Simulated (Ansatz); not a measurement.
# What (BeTe)2(CuCl)2 [001] superlattice, started as zinc blende distorts into, part 3 of 3

Wanted: the energy along a soft mode of (BeTe)2(CuCl)2 [001] superlattice, started as zinc blende and the structure at the end.

Ansatz 0.2.0; DFT LDA, scalar-relativistic, plane waves, PAW.

So far. Step 5 (Energy along the mode, all amplitudes (two of the runs …): The lowest of the steps tried is at 0.22 Å, 1.89 meV/atom below the parent; the bottom of the well need not coincide with a step. Step 7 (The new phase in its own primitive cell): The largest force component left is 0.80 meV/Å and the pressure is -0.001 GPa, within the tolerances set. The cell now holds 20.30 Å³/atom.

The structure was built from a prototype and need not be the compound's stable phase.

## (8) Modes of the new phase, k-mesh 6×6×4, occupations fixed

A relaxed structure may still be a saddle point, so its zone-centre modes are computed. The response to a homogeneous field gives the Born charges and the dielectric tensor, and its change with displacement the Raman tensors.

input.yaml

```yaml
crystal:
  lattice:
    - [4.0642431638, 0.0, -0.0001132442]
    - [0.0, 3.8769335477, 0.0]
    - [-0.3279285369, 0.0, 10.3055800953]
  atoms:
    - { symbol: Be, position: [0.8721285906, 0.0, 0.99613575] }
    - { symbol: Be, position: [0.4976357596, 0.5, 0.2527472844] }
    - { symbol: Cl, position: [0.0256451783, 0.5, 0.645351195] }
    - { symbol: Cl, position: [0.522971926, 0.0, 0.8634522295] }
    - { symbol: Cu, position: [0.0141886944, 0.0, 0.5130809626] }
    - { symbol: Cu, position: [0.5339670421, 0.5, 0.7355240926] }
    - { symbol: Te, position: [0.9878997027, 0.5, 0.1131610212] }
    - { symbol: Te, position: [0.503583963, 0.0, 0.3805474647] }
kpoints:
  mp_grid: { grid: [6, 6, 4] }
hamiltonian:
  xc: lda
scf:
  occupations: { method: fixed }
output:
  eigenvalues: true
phonons:
  method: dfpt
  dielectric: true
  rigid_motions: translations
  raman: true
```

Started as:

```
ansatz run input.yaml --threads 4 --pin off --max-ram 14336MiB --backend cpu --events-out ev --progress --plain --runs-dir out
```

Numbers of over 12 decimals in the logs are rounded to 6 here.

Log:

```text
Engine: ansatz 0.2.0, aarch64-unknown-linux-gnu
Pseudopotentials: kind: paw
Pseudopotential: Be, paw, valence charge 2, recommended cutoff 420 eV (normal), Be.paw.azcp
Pseudopotential: Cl, paw, valence charge 7, recommended cutoff 420 eV (normal), Cl.paw.azcp
Pseudopotential: Cu, paw, valence charge 19, recommended cutoff 420 eV (normal), Cu.paw.azcp
Pseudopotential: Te, paw, valence charge 16, recommended cutoff 420 eV (normal), Te.paw.azcp
Functional definition: SPW92
  exchange = slater_x
  correlation = pw_c
Crystal: 8 atoms, lattice volume = 162.383 Å³
Basis set: ecut = 420 eV, 3187 PW (Γ), exchange–correlation on 60×54×144 points (8 copies of the dense FFT grid, shifted against one another)
Bands: 53, of which v1, the nominal top of the filled ones, is band 44 counted from 1 (43 counted from 0)
Symmetry: 2 space group operations
k-points: 76 of 144 (irreducible under 1 space group operation, time reversal used)
Non-local potential: Be, projectors of the file, l = 0: 2, l = 1: 2, l = 2: 1
Non-local potential: Cl, projectors of the file, l = 0: 2, l = 1: 2, l = 2: 2
Non-local potential: Cu, projectors of the file, l = 0: 3, l = 1: 2, l = 2: 3, l = 3: 1
Non-local potential: Te, projectors of the file, l = 0: 2, l = 1: 2, l = 2: 2, l = 3: 2
PAW form: soft (Blöchl's): semilocal exchange-correlation on the pseudo side does not see the compensation charge
PAW frozen core: Be, regenerated for the run's functional, and the local potential with it (the file was generated under x = pbe(κ = 0.804, μ = 0.219515), c = pbe(β = 0.066725))
PAW frozen core: Cl, regenerated for the run's functional, and the local potential with it (the file was generated under x = pbe(κ = 0.804, μ = 0.219515), c = pbe(β = 0.066725))
PAW frozen core: Cu, regenerated for the run's functional, and the local potential with it (the file was generated under x = pbe(κ = 0.804, μ = 0.219515), c = pbe(β = 0.066725))
PAW frozen core: Te, regenerated for the run's functional, and the local potential with it (the file was generated under x = pbe(κ = 0.804, μ = 0.219515), c = pbe(β = 0.066725))
PAW one-centre angular grid: Be, 110 points (default); XC on 64 Gauss nodes
PAW one-centre angular grid: Cl, 110 points (default); XC on 64 Gauss nodes
PAW one-centre angular grid: Cu, 590 points (default); XC on 64 Gauss nodes
PAW one-centre angular grid: Te, 590 points (default); XC on 64 Gauss nodes
Initial density: superposition of atomic densities (neutral atoms: chi_scale 0, normalization atom), corrected by the library's trained network
Initial wavefunctions: pseudopotential atomic-orbital guess
Functional: x = slater, c = lda
SCF iter   1: F=—  HF=-29033.028549 eV  |F-HF|=—  |Δ(HF+E_count)|=         —  Δρ=1.05e-2  dr2=1.67e-1  ethr=1.77e-3  ⟨swp⟩=5.2  Hψ=14044  notcnv=0  defer=497
preconditioner: auto → Resta (q_TF=auto, 2.463 Å⁻¹)  ε∞=6.5  [insulator: Δε(μ)=0.959 eV  Ē_g=8.964 eV  n_scr=48 (ndim 8)  ℏωp=21.0 eV  f_vac=0.040  ε∞_Penn≈6.5]
SCF iter   2: F=—  HF=-29033.006197 eV  |F-HF|=—  |Δ(HF+E_count)|=   2.24e-2  Δρ=6.35e-3  dr2=6.03e-2  ethr=1.90e-4  ⟨swp⟩=2.0  Hψ=8150  notcnv=0  defer=529
SCF iter   3: F=—  HF=-29032.992432 eV  |F-HF|=—  |Δ(HF+E_count)|=   1.38e-2  Δρ=3.91e-3  dr2=2.11e-2  ethr=6.85e-5  ⟨swp⟩=2.0  Hψ=7257  notcnv=0  defer=532
SCF iter   4: F=—  HF=-29032.988198 eV  |F-HF|=—  |Δ(HF+E_count)|=   4.23e-3  Δρ=1.71e-3  dr2=4.75e-3  ethr=2.40e-5  ⟨swp⟩=2.0  Hψ=5344  notcnv=0  defer=530
SCF iter   5: F=—  HF=-29032.987095 eV  |F-HF|=—  |Δ(HF+E_count)|=   1.10e-3  Δρ=4.29e-4  dr2=3.16e-4  ethr=5.39e-6  ⟨swp⟩=2.0  Hψ=4847  notcnv=0  defer=532
SCF iter   6: F=—  HF=-29032.987080 eV  |F-HF|=—  |Δ(HF+E_count)|=   1.54e-5  Δρ=5.07e-4  dr2=2.59e-4  ethr=3.59e-7  ⟨swp⟩=2.0  Hψ=7052  notcnv=0  defer=523
SCF iter   7: F=—  HF=-29032.987021 eV  |F-HF|=—  |Δ(HF+E_count)|=   5.82e-5  Δρ=6.01e-5  dr2=6.17e-6  ethr=2.94e-7  ⟨swp⟩=2.0  Hψ=7038  notcnv=0  defer=464
SCF iter   8: F=—  HF=-29032.987018 eV  |F-HF|=—  |Δ(HF+E_count)|=   3.42e-6  Δρ=3.50e-5  dr2=1.65e-6  ethr=7.01e-9  ⟨swp⟩=2.1  Hψ=5201  notcnv=0  defer=353
SCF iter   9: F=—  HF=-29032.987018 eV  |F-HF|=—  |Δ(HF+E_count)|=   2.42e-8  Δρ=8.54e-6  dr2=1.39e-7  ethr=1.88e-9  ⟨swp⟩=2.0  Hψ=4806  notcnv=0  defer=353
SCF iter  10: F=—  HF=-29032.987018 eV  |F-HF|=—  |Δ(HF+E_count)|=   7.28e-9  Δρ=2.29e-6  dr2=1.29e-8  ethr=1.58e-10  ⟨swp⟩=2.0  Hψ=6117  notcnv=0  defer=353
[...]
SCF iter  14: F=-29032.987018 eV  HF=-29032.987018 eV  |F-HF|=1.82e-11  |Δ(HF+E_count)|=  1.82e-11  Δρ=9.25e-8  dr2=1.05e-11  ethr=1.00e-12  ⟨swp⟩=15.6  Hψ=25679  notcnv=0
SCF 1 converged in 14 iterations: F = -29032.987018 eV  dr2 = 1.05e-11
[...]
NSCF: frozen V_eff on 2 k-points
DFPT response loops at Γ: preconditioner auto → Resta (q_TF=auto, 2.463 Å⁻¹)  ε∞=9.1 (no band partly filled); β = 1.00, the filter's whole step (`scf.mixing.beta` (0.50) is not read by the response loops at its default; to damp them type it under 1.00, their step now; it binds the ground state too); Broyden in place of MSR1
── the response to a field inside a basis, on 12×12×4 k-points: an SCF that follows is theirs, and a resumed run solves both again ──
Bands: 45, of which v1, the nominal top of the filled ones, is band 44 counted from 1 (43 counted from 0)
k-points: 144
[...]
Eigensolver: Dense (144 Hₖ)
[...]
SCF 1 converged in 9 iterations: F = -29032.902678 eV  dr2 = 7.50e-11
DFPT response loops at Γ: preconditioner auto → Resta (q_TF=auto, 2.463 Å⁻¹)  ε∞=8.6 (no band partly filled); β = 1.00, the filter's whole step (`scf.mixing.beta` (0.50) is not read by the response loops at its default; to damp them type it under 1.00, their step now; it binds the ground state too); Broyden in place of MSR1
DFPT response loops at Γ: mixed as the last ones told, above
```

Run time: 46 min. Hardware: 4 threads of Arm Neoverse V1, shared host; peak memory 4.2 GiB.

The run was cut off at the time limit after its SCF cycle had converged; no result of it is taken.

The program's message: “Warning: RAYON”

## (9) The phases reached

The phases reached along the modes that were followed are set side by side.

Energies are those of the first relaxation, on the mesh of the frozen mode; space group, volume and gap are those of the last relaxation. Phases, by row:

```
          mode frozen in  space group  energy from parent (meV/atom)  volume (Å³/atom)  gap on mesh (eV)  lowest zone-centre optical mode (cm⁻¹)  largest shift (Å)
                  parent         Pmm2                              0              19.7                 0                                       –                  –
q = (0, 0, 0), 185i cm⁻¹           Pm                          -9.25              20.3              0.73                                       –              0.527
```

## (10) What came out

```json
{
 "unstable mode of the parent": "q = (0, 0, 0), 185i cm⁻¹",
 "depth at the lowest point sampled": "1.89 meV/atom",
 "largest atomic shift at that point": "0.22 Å",
 "space group reached (within 0.01 Å)": "Pm",
 "energy gained over the parent (first relaxation, on the mesh of the frozen mode)": "9.25 meV/atom",
 "volume per atom, phase reached": "20.3 Å³",
 "gap on the k-mesh, phase reached": "0.730 eV"
}
```

Along this mode the structure falls into Pm, 9.25 meV/atom below the parent. At the parent's cell the well is 1.89 meV/atom deep on the steps tried, with its lowest point at a shift of 0.22 Å. Relaxing atoms and cell changes the gain by +7.36 meV/atom against the lowest step (energies at zero smearing). Most of the total comes from this relaxation. The modes of the phase reached were not computed on this path. Each path keeps the symmetry of its pattern, so a lower phase may lie along a pattern not tried. With no gap, or one that is small against the smearing, the frequencies hang on the k mesh and the smearing, most of all near Kohn anomalies. A semilocal functional can close a gap that the real compound would have, so the metallic treatment may be an artefact of the level. Spin-orbit coupling is left out, which can matter for the heavy elements here. The starting cell was built on a prototype and not taken from a measurement, so the phase need not exist.

[Logs are printed without paths, hosts, clocks, repeated set-up lines and the standing remarks that a program may print on its own settings, such as how far it seeks lower states.]

[Hosts, paths, dates, database ids (printed as entryN), source tags and the programs' standing remarks are cut or masked in the printed files.]
